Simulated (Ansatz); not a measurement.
# Quasi-harmonic thermodynamics of CaSe (Fm-3m)

How much does CaSe expand with temperature?

Experimental results on record:
- heat capacity C_P per formula unit 48.1 J/mol/K near room temperature (given in “High-Throughput Prediction of Finite-Temperature Properties using the Quasi-Harmonic Approximation”, 2016, arXiv:1603.06924)

Program: Ansatz 0.2.0. Level of theory: DFT PBE, scalar-relativistic, plane waves, PAW, in the first sound run; inputs show where later runs differ. Results are calculated unless marked as measured.

The database entry behind the starting cell differs from later determinations by our own check (0.1 to 0.3 % short, probably kX units), so it need not match the best structure at ambient conditions.

### 1. Set-up

Symmetry: Fm-3m, No. 225, cubic system. The conventional cell has a = 5.912 Å, b = 5.912 Å, c = 5.912 Å, α = 90.00°, β = 90.00°, γ = 90.00°. Ca has 6 Se at 2.96 Å nearest. Se has 6 Ca at 2.96 Å nearest. Farther neighbours and most contacts between anions are not listed.

### 2. A first coarse run

A cheap single point shows whether the cell is a metal or an insulator and how far it is from rest; that sets the k-mesh and the occupations of what follows.

input.yaml

```yaml
crystal:
  lattice:
    - [0.0, 2.956, 2.956]
    - [2.956, 0.0, 2.956]
    - [2.956, 2.956, 0.0]
  atoms:
    - { symbol: Ca, position: [0.0, 0.0, 0.0] }
    - { symbol: Se, position: [0.5, 0.5, 0.5] }
kpoints:
  mp_grid: { grid: [6, 6, 6] }
hamiltonian:
  xc: pbe
scf:
  occupations: { method: gaussian, width: 0.1 }
output:
  forces: true
  stress: true
  eigenvalues: true
```

Command:

```console
$ ansatz run input.yaml --threads 4 --pin off --max-ram 8192MiB --backend cpu --events-out ev --progress --plain --runs-dir out
```

Numbers of over 12 decimals in the logs are rounded to 6 here.

The program printed:

```text
Engine: ansatz 0.2.0, aarch64-unknown-linux-gnu
Pseudopotentials: kind: paw
Pseudopotential: Ca, paw, valence charge 10, recommended cutoff 420 eV (normal), Ca.paw.azcp
Pseudopotential: Se, paw, valence charge 16, recommended cutoff 420 eV (normal), Se.paw.azcp
Functional definition: PBE
  parameter kappa = 0.804
  parameter beta = 0.066725
  exchange = pbe_x(kappa = kappa, mu = beta*pi^2/3)
  correlation = pbe_c(beta = beta)
Crystal: 2 atoms, lattice volume = 51.659 Å³
Basis set: ecut = 420 eV, 965 PW (Γ), exchange–correlation on 60×60×60 points (8 copies of the dense FFT grid, shifted against one another)
Bands: 17, of which v1, the nominal top of the filled ones, is band 13 counted from 1 (12 counted from 0)
Symmetry: 48 space group operations
Space group: Fm-3m (ITA 225), of the structure as read, at distance tolerance 3.7e-5 Å
k-points: 16 of 216
Non-local potential: Ca, projectors of the file, l = 0: 3, l = 1: 2, l = 2: 2
Non-local potential: Se, projectors of the file, l = 0: 2, l = 1: 2, l = 2: 3, l = 3: 1
PAW form: soft (Blöchl's): semilocal exchange-correlation on the pseudo side does not see the compensation charge
PAW one-centre angular grid: Ca, 110 points (default); XC on 64 Gauss nodes
PAW one-centre angular grid: Se, 590 points (default); XC on 64 Gauss nodes
Initial density: superposition of atomic densities (neutral atoms: chi_scale 0, normalization atom), corrected by the library's trained network
Initial wavefunctions: pseudopotential atomic-orbital guess
Functional: x = pbe(κ = 0.804, μ = 0.219515), c = pbe(β = 0.066725)
SCF iter   1: F=—  HF=-7289.997820 eV  |F-HF|=—  |Δ(HF+E_count)|=         —  Δρ=5.17e-4  dr2=1.40e-4  ethr=1.77e-3  ⟨swp⟩=6.4  Hψ=1518  notcnv=0
preconditioner: auto → none  [insulator: Δε(μ)=2.020 eV  Ē_g=8.911 eV  σ=0.100 eV  W_gap=1.00  n_scr=14 (ndim 8)  ℏωp=14.6 eV  f_vac=0.000  D(μ)=0.00/eV (n_scr^D=0)  ε∞_Penn≈3.7]
SCF iter   2: F=—  HF=-7289.997808 eV  |F-HF|=—  |Δ(HF+E_count)|=   1.23e-5  Δρ=2.74e-4  dr2=6.47e-5  ethr=5.39e-7  ⟨swp⟩=2.1  Hψ=616  notcnv=0
SCF iter   3: F=—  HF=-7289.997835 eV  |F-HF|=—  |Δ(HF+E_count)|=   2.71e-5  Δρ=2.10e-4  dr2=3.44e-5  ethr=2.49e-7  ⟨swp⟩=2.0  Hψ=480  notcnv=0
SCF iter   4: F=—  HF=-7289.997823 eV  |F-HF|=—  |Δ(HF+E_count)|=   1.22e-5  Δρ=5.75e-5  dr2=1.60e-6  ethr=1.32e-7  ⟨swp⟩=2.4  Hψ=399  notcnv=0
iter 5 did not close the SCF: its close was put off for the readings that it lacked (scf_convergence_deferred on its scf_iter line)
SCF iter   5: F=-7289.997824 eV  HF=-7289.997824 eV  |F-HF|=2.09e-8  |Δ(HF+E_count)|=   7.81e-7  Δρ=4.54e-6  dr2=6.15e-9  ethr=6.17e-9  ⟨swp⟩=2.3  Hψ=413  notcnv=0
SCF iter   6: F=-7289.997824 eV  HF=-7289.997824 eV  |F-HF|=1.90e-9  |Δ(HF+E_count)|=   1.00e-8  Δρ=1.74e-6  dr2=2.09e-9  ethr=2.36e-11  ⟨swp⟩=1.9  Hψ=872  notcnv=0
SCF 1 converged in 6 iterations: F = -7289.997824 eV  dr2 = 2.09e-9
  greatest PAW one-centre occupation: 1.000 electrons in one spin orbital (limit 2), on the Se atom at site 1 (counted from 0), in its partial waves of l = 2
SCF converged after 6 iterations
Free energy (F): -7289.997824 eV
Harris-Foulkes:  -7289.997824 eV  (|F-HF|=1.90e-9)
Internal energy: -7289.997824 eV  (E = F + TS)
E sigma→0 (E₀):  -7289.997824 eV
Fermi energy:    8.111108 eV
--- Per-component energies (eV) ---
  E_band       = -510.395148
  E_kinetic    = 398.744227
  E_local      = -3201.787028  (includes V_loc(G=0)·N_el)
  E_nonlocal   = -533.250012
  E_hartree    = 1471.029402
  E_xc         = -243.289269
  E_vxc        = -271.818387  (∫ρ·V_xc dr)
  E_paw        = -2769.010200  (= ΣΔE_a)
  E_vpaw       = 155.659450  (= ΣTr[D̂ρ^β])
  E_aug_tail   = -0.000591  (compensation charges beyond the density's cutoff)
  E_ewald      = -2412.434353
  E_smearing   = -0.000000  (= −TS)
  E_closure    = -0.000000  (closes the sum)
  Σ components = -7289.997824   (vs F -7289.997824, Δ=0.00e0)
--- Forces (eV/Å), atoms counted from 1 ---
  atom   1  Ca    -0.00000000     0.00000000    -0.00000000
  atom   2  Se     0.00000000    -0.00000000    -0.00000000
  max |Σ_I F_I| component: 1.59e-29 eV/Å
--- Stress (GPa, compression-positive) ---
        1.179428       0.000000       0.000000
        0.000000       1.179428      -0.000000
       -0.000000      -0.000000       1.179428
  P = ⅓ Tr σ = 1.1794 GPa (11.794 kbar)
--- Band table (eV; the first three rows and the last of 16) ---
  k-point 0: bands = [... 9 lower, -4.7061, 7.0967, 7.0967, 7.0967, 10.4523, 10.8073, 10.8073, 10.8073]
  k-point 1: bands = [... 9 lower, -4.5463, 5.9135, 6.7086, 6.7086, 10.7337, 11.1634, 11.1634, 11.9191]
  k-point 2: bands = [... 9 lower, -4.2002, 4.4168, 6.1330, 6.1330, 11.0459, 11.9845, 11.9845, 13.2013]
  k-point 15: bands = [... 9 lower, -4.0604, 4.8139, 5.5189, 5.5876, 10.4185, 12.2852, 12.4503, 12.9090]
```

Run time: 0.33 s. Hardware: 4 threads of Arm Neoverse V2, shared host; peak memory 0.3 GiB; 0.92 s of CPU time.

Reading the cycles: dr2 is the Hartree energy of the density residual (eV), the measure of convergence; HF is the Harris–Foulkes estimate of the energy, which meets the free energy F at convergence.

This step gave:

```
pressure          : 1.179 GPa
gap on the k-mesh : 2.029 eV
volume per atom   : 25.83 Å³
```

The start is under 1.2 GPa at this level and looks like an insulator or semiconductor on this mesh.

### 3. Finding the static equilibrium

The vibrations must be taken about the equilibrium of this functional, not about the starting cell, so the structure is relaxed.

input.yaml, the sections that differ from step 2:

```yaml
kpoints:
  mp_grid: { grid: [8, 8, 8] }
scf:
  occupations: { method: gaussian, width: 0.02 }
output:
  forces: true
  stress: true
  eigenvalues: true
  write_density: true
  write_potential: true
  elf: true
  volumetric_format: npy
relax:
  adjacent_minimum: "off"
  f_tol: 0.005
  max_steps: 80
  cell: { stress_tol: 0.05 }
# crystal, hamiltonian: as in step 2
```

The program printed:

```text
[...]
Crystal: 2 atoms, lattice volume = 51.659 Å³
Basis set: ecut = 420 eV, 965 PW (Γ), exchange–correlation on 60×60×60 points (8 copies of the dense FFT grid, shifted against one another)
Bands: 17, of which v1, the nominal top of the filled ones, is band 13 counted from 1 (12 counted from 0)
Symmetry: 48 space group operations
[...]
k-points: 29 of 512
[...]
SCF iter   1: F=—  HF=-7289.998744 eV  |F-HF|=—  |Δ(HF+E_count)|=         —  Δρ=5.42e-4  dr2=1.51e-4  ethr=1.77e-3  ⟨swp⟩=7.5  Hψ=2916  notcnv=0
[...]
SCF iter   6: F=-7289.998675 eV  HF=-7289.998675 eV  |F-HF|=9.03e-9  |Δ(HF+E_count)|=   1.35e-8  Δρ=3.03e-6  dr2=9.73e-9  ethr=1.29e-10  ⟨swp⟩=5.0  Hψ=2675  notcnv=0
SCF 1 converged in 6 iterations: F = -7289.998675 eV  dr2 = 9.73e-9
[...]
relax step   1: F+E_penalty+E_count = -7289.99867511 eV  Δ(F+E_penalty+E_count) = +0.000e0 eV  max|allowed force component| = 1.956e-30 eV/Å  Δτ_max = 0.0000 Å  P = +1.170 GPa  Ω = 51.659 Å³  (6 SCF iters, dr2 threshold 1.00e-7 eV, accepted)
Crystal: 2 atoms, lattice volume = 53.330 Å³
Basis set: ecut = 420 eV, 1037 PW (Γ), exchange–correlation on 60×60×60 points (8 copies of the dense FFT grid, shifted against one another)
[...]
iter 1 solved again at ethr=1.34e-5 eV; its pass at ethr=3.10e-3 eV (dr2=3.50e-3 eV) is discarded
[...]
SCF iter   5: F=-7290.002400 eV  HF=-7290.002400 eV  |F-HF|=6.38e-8  |Δ(HF+E_count)|=   5.30e-7  Δρ=1.39e-5  dr2=5.02e-8  ethr=7.69e-10  ⟨swp⟩=6.0  Hψ=3287  notcnv=0
SCF 2 converged in 5 iterations: F = -7290.002400 eV  dr2 = 5.02e-8
relax step   2: F+E_penalty+E_count = -7290.00239964 eV  Δ(F+E_penalty+E_count) = -3.725e-3 eV  max|allowed force component| = 7.396e-31 eV/Å  Δτ_max = 0.0000 Å  P = -0.401 GPa  Ω = 53.330 Å³  energy of the carried Pulay correction = -6.947e-5 eV  (5 SCF iters, dr2 threshold 2.00e-7 eV, accepted)
Crystal: 2 atoms, lattice volume = 52.893 Å³
[...]
SCF iter   4: F=-7290.002986 eV  HF=-7290.002986 eV  |F-HF|=4.50e-8  |Δ(HF+E_count)|=   3.61e-7  Δρ=1.44e-5  dr2=1.49e-7  ethr=7.69e-10  ⟨swp⟩=6.0  Hψ=3066  notcnv=0
SCF 3 converged in 4 iterations: F = -7290.002986 eV  dr2 = 1.49e-7
relax step   3: F+E_penalty+E_count = -7290.00298640 eV  Δ(F+E_penalty+E_count) = -5.868e-4 eV  max|allowed force component| = 5.259e-31 eV/Å  Δτ_max = 0.0000 Å  P = -0.014 GPa  Ω = 52.893 Å³  energy of the carried Pulay correction = -5.154e-5 eV  (4 SCF iters, dr2 threshold 2.00e-7 eV, accepted)
[...]
SCF iter   6: F=-7290.003037 eV  HF=-7290.003037 eV  |F-HF|=1.36e-11  |Δ(HF+E_count)|=   6.34e-9  Δρ=1.37e-7  dr2=1.27e-11  ethr=1.00e-12  ⟨swp⟩=4.0  Hψ=2265  notcnv=0
SCF 4 converged in 6 iterations: F = -7290.003037 eV  dr2 = 1.27e-11
relax step   4: F+E_penalty+E_count = -7290.00303664 eV  Δ(F+E_penalty+E_count) = -5.024e-5 eV  max|allowed force component| = 1.052e-30 eV/Å  Δτ_max = 0.0000 Å  P = -0.015 GPa  Ω = 52.893 Å³  stress off target by 1.46e-2 GPa  SCF on the basis re-selected at this cell (its energy is not comparable with the rows above)  (6 SCF iters)
basis re-selected at this cell: Δ(F+E_penalty+E_count) = -5.024e-5 eV, ΔP = -0.000 GPa vs the last step (what re-selecting the basis moved, of the pressure what is left beyond the Pulay correction that the steps carried, after the strain that the cell walked since its last selection, with what the two solves' SCF thresholds leave and, on support functions, any second-order correction that the steps lacked; it is no m [...]
SCF converged after 6 iterations
Free energy (F): -7290.003037 eV
[...]
Internal energy: -7290.003037 eV  (E = F + TS)
E sigma→0 (E₀):  -7290.003037 eV
Fermi energy:    7.868066 eV
[...]
--- Stress (GPa, compression-positive) ---
       -0.014612      -0.000000      -0.000000
       -0.000000      -0.014612      -0.000000
       -0.000000      -0.000000      -0.014612
  P = ⅓ Tr σ = -0.0146 GPa (-0.146 kbar)
--- Band table (eV; the first three rows and the last of 29) ---
  k-point 0: bands = [... 9 lower, -4.8962, 6.8262, 6.8262, 6.8262, 10.0559, 10.5437, 10.5437, 10.5437]
  k-point 1: bands = [... 9 lower, -4.8090, 6.0771, 6.5985, 6.5985, 10.4067, 10.7484, 10.7484, 11.0606]
  k-point 2: bands = [... 9 lower, -4.5882, 4.8735, 6.1579, 6.1579, 10.5372, 11.2484, 11.2484, 12.4340]
  k-point 28: bands = [... 9 lower, -4.2628, 4.8977, 4.8977, 5.2041, 11.2098, 11.2098, 12.0139, 12.4772]
--- Relaxed structure (3 steps of the walk, 3 accepted, 1 SCFs on fresh bases) ---
  F+E_penalty+E_count = -7290.00303664 eV   max|allowed force component| = 1.052e-30 eV/Å   (the final SCF, on the basis selected at the relaxed cell)
  cell:  # Å, volume = 52.8934 Å³
    - [0, 2.979366, 2.979366]
    - [2.979366, 0, 2.979366]
    - [2.979366, 2.979366, 0]
  atoms:
    - { symbol: Ca, position: [0, 0, 0] }
    - { symbol: Se, position: [0.5, 0.5, 0.5] }
```

Wall time 1.8 s (4 threads); peak memory 0.34 GiB.

Step by step:

```tsv
step	energy less that of the first step (eV)	largest force component (eV/Å)	pressure (GPa)	volume (Å³)
1	0.0000	0.0000	1.17	51.66
2	-0.0037	0.0000	-0.40	53.33
3	-0.0043	0.0000	-0.01	52.89
4*	-0.0044	0.0000	-0.01	52.89
```

Relaxation steps marked * repeat the geometry before them on a plane-wave basis chosen anew for their cell, so energy and pressure can jump there.

Forces are held to the 48 operations that the run works with; a distortion that breaks them can't arise in this run.

```tsv
conventional cell, symmetrised	before	after	change
a (Å)	5.912	5.959	+0.8 %
b (Å)	5.912	5.959	+0.8 %
c (Å)	5.912	5.959	+0.8 %
volume (Å³/atom)	25.83	26.45	+2.4 %
```

The relaxed structure:

```cif
data_structure
_symmetry_space_group_name_H-M 'P 1'
_symmetry_Int_Tables_number 1
_cell_length_a 4.2135
_cell_length_b 4.2135
_cell_length_c 4.2135
_cell_angle_alpha 60.000
_cell_angle_beta 60.000
_cell_angle_gamma 60.000
_cell_volume 52.89
loop_
_atom_site_label
_atom_site_type_symbol
_atom_site_fract_x
_atom_site_fract_y
_atom_site_fract_z
_atom_site_occupancy
Ca1 Ca 0.00000 0.00000 0.00000 1
Se2 Se 0.50000 0.50000 0.50000 1
```

This step gave:

- pressure: -0.01461 GPa
- gap on the k-mesh: 2.084 eV
- volume per atom: 26.45 Å³

ELF in the ac plane of the conventional cell at fractional y = 0.000, with atoms of Ca and Se within 0.2 Å of it. It is the smooth field of the valence electrons, not physical close to the nuclei.

Ten even steps from '_' (0.05) to '@' (0.85), each cell a mean:
```
@@@@##..==%%@@**--==%%@@##..==@@@@
@@%%==__--%%@@%%##%%@@@@**....**@@
==::____::**%%@@@@@@@@%%==____..==
......__..--++######**==..____....
##**++--____..........____..==**##
@@@@%%**::____::==--..____==%%@@@@
%%%%@@%%--__==%%@@@@**....**@@@@%%
--**@@%%==..##@@@@@@@@--..##@@%%==
..++@@%%==..%%@@@@@@@@==..##@@##--
++%%@@%%--..**@@@@@@%%::..##@@%%**
@@@@@@##--__::**%%##==__..++%%@@@@
%%%%##++..____......______--**%%%%
====--..__..----====--::__..::--==
....____..++##%%%%%%%%**--______..
##++..__--##@@@@@@@@@@%%++..__==##
@@@@++..==%%@@%%++**%%@@**..::%%@@
@@@@##..==%%@@++..--%%@@##..==@@@@
```
Columns run along a (6.0 Å), rows up along c (6.0 Å), edges of the conventional cell, whose origin can differ from the input's. Atoms in or near the plane, at fractional coordinates: Ca at (0.00, 0.00), Ca at (0.50, 0.50), Se at (0.50, 0.00), Se at (0.00, 0.50).

Valence density in the ac plane of the conventional cell at fractional y = 0.000, with atoms of Ca and Se within 0.2 Å of it. It is the smooth field of the valence electrons, not physical close to the nuclei.

Values in e/Å³, 9 rows by 16 columns, each cell a mean:
```
 4  2  1  0  0  0  2  9 13  4  1  0  0  0  1  4
 0  0  0  0  0  0  0  0  1  0  0  0  0  0  0  0
 0  0  0  0  0  0  0  0  0  0  0  0  0  0  0  0
 6  2  1  0  0  0  1  2  3  2  0  0  0  0  1  4
28  7  1  0  0  0  2  5  6  4  1  0  0  1  3 18
 2  1  0  0  0  0  1  1  2  1  0  0  0  0  1  2
 0  0  0  0  0  0  0  0  0  0  0  0  0  0  0  0
 1  0  0  0  0  0  0  1  1  1  0  0  0  0  0  1
 5  3  1  0  0  1  2 14 22  6  1  0  0  0  2  5
```
Columns run along a (6.0 Å), rows up along c (6.0 Å), edges of the conventional cell, whose origin can differ from the input's. Atoms in or near the plane, at fractional coordinates: Ca at (0.00, 0.00), Ca at (0.50, 0.50), Se at (0.50, 0.00), Se at (0.00, 0.50).

Electrostatic potential energy in the ac plane of the conventional cell at fractional y = 0.000, with atoms of Ca and Se within 0.2 Å of it. With pseudopotentials it is smooth inside the atoms' cores, unlike the true potential.

Ten even steps from '_' (-55 eV) to '@' (10 eV), each cell a mean:
```
__::**%%@@@@####%%%%**%%@@@@##==__
--++##@@@@@@%%**##**##@@@@@@%%**==
##%%@@@@@@@@@@%%##%%@@@@@@@@@@%%##
@@@@@@@@@@@@@@@@@@@@@@@@@@@@@@@@@@
@@@@@@@@@@@@@@@@@@@@@@@@@@@@@@@@@@
##%%@@@@@@@@@@%%##%%%%@@@@@@@@@@%%
##**%%@@@@@@##++--==**%%@@@@@@##**
%%####@@@@%%**::____==%%@@@@%%**%%
%%##**@@@@%%++..____--##@@@@####%%
######@@@@@@##--..::++%%@@@@%%**##
**##@@@@@@@@%%##++**##@@@@@@@@%%##
@@@@@@@@@@@@@@@@%%%%@@@@@@@@@@@@@@
@@@@@@@@@@@@@@@@@@@@@@@@@@@@@@@@@@
%%@@@@@@@@@@@@@@@@@@@@@@@@@@@@@@%%
**##%%@@@@@@@@##**##%%@@@@@@@@##**
..--##@@@@@@########**%%@@@@%%++::
__..**%%@@@@**##%%%%####@@@@##--__
```
Columns run along a (6.0 Å; values clipped at the 3rd and 97th percentile), rows up along c (6.0 Å), edges of the conventional cell, whose origin can differ from the input's. Atoms in or near the plane, at fractional coordinates: Ca at (0.00, 0.00), Ca at (0.50, 0.50), Se at (0.50, 0.00), Se at (0.00, 0.50).

The relaxation ends with a pressure of -0.01 GPa.

### 4. Tight relaxation

The thresholds are tightened for a last relaxation ahead of the phonons, and where mesh or smearing change with them the cell follows.

input.yaml

```yaml
crystal:
  lattice:
    - [0.0, 2.9793658637, 2.9793658637]
    - [2.9793658637, 0.0, 2.9793658637]
    - [2.9793658637, 2.9793658637, 0.0]
  atoms:
    - { symbol: Ca, position: [0.0, 0.0, 0.0] }
    - { symbol: Se, position: [0.5, 0.5, 0.5] }
kpoints:
  mp_grid: { grid: [8, 8, 8] }
hamiltonian:
  xc: pbe
scf:
  occupations: { method: fixed }
output:
  forces: true
  stress: true
  eigenvalues: true
relax:
  adjacent_minimum: "off"
  f_tol: 0.001
  max_steps: 60
  cell: { stress_tol: 0.01 }
```

The program printed:

```text
[...]
Crystal: 2 atoms, lattice volume = 52.893 Å³
Basis set: ecut = 420 eV, 1037 PW (Γ), exchange–correlation on 60×60×60 points (8 copies of the dense FFT grid, shifted against one another)
Bands: 17, of which v1, the nominal top of the filled ones, is band 13 counted from 1 (12 counted from 0)
Symmetry: 48 space group operations
[...]
k-points: 29 of 512
[...]
k-point 28: bands = [... 9 lower, -4.2590, 4.9013, 4.9013, 5.2077, 11.2148, 11.2148, 12.0196, 12.4833]
--- Relaxed structure (2 steps of the walk, 2 accepted, 1 SCFs on fresh bases) ---
[...]
cell:  # Å, volume = 52.8721 Å³
    - [0, 2.978966, 2.978966]
    - [2.978966, 0, 2.978966]
    - [2.978966, 2.978966, 0]
  atoms:
    - { symbol: Ca, position: [0, 0, 0] }
    - { symbol: Se, position: [0.5, 0.5, 0.5] }
[key lines of the parts left out:]
SCF converged after 5 iterations
Free energy (F): -7290.003036 eV
Fermi energy:    6.830708 eV
P = ⅓ Tr σ = 0.0047 GPa (0.047 kbar)
```

Wall time 1.2 s (4 threads); peak memory 0.34 GiB; 4 s of CPU time.

Little changed from the start: no atom moved by 0.005 Å and no cell edge by 0.1 %.

Numbers from this step:

```
pressure          : 0.004669 GPa
gap on the k-mesh : 2.083 eV
volume per atom   : 26.44 Å³
```

The residual pressure is 0.0047 GPa, small enough for phonons.

[end of part 1 of 2]

[Logs are printed without paths, hosts, clocks, repeated set-up lines and the standing remarks that a program may print on its own settings, such as how far it seeks lower states.]

[Hosts, paths, dates, database ids (printed as entryN), source tags and the programs' standing remarks are cut or masked in the printed files.]

[A step with changed settings may run another functional than the one named; its input shows which.]
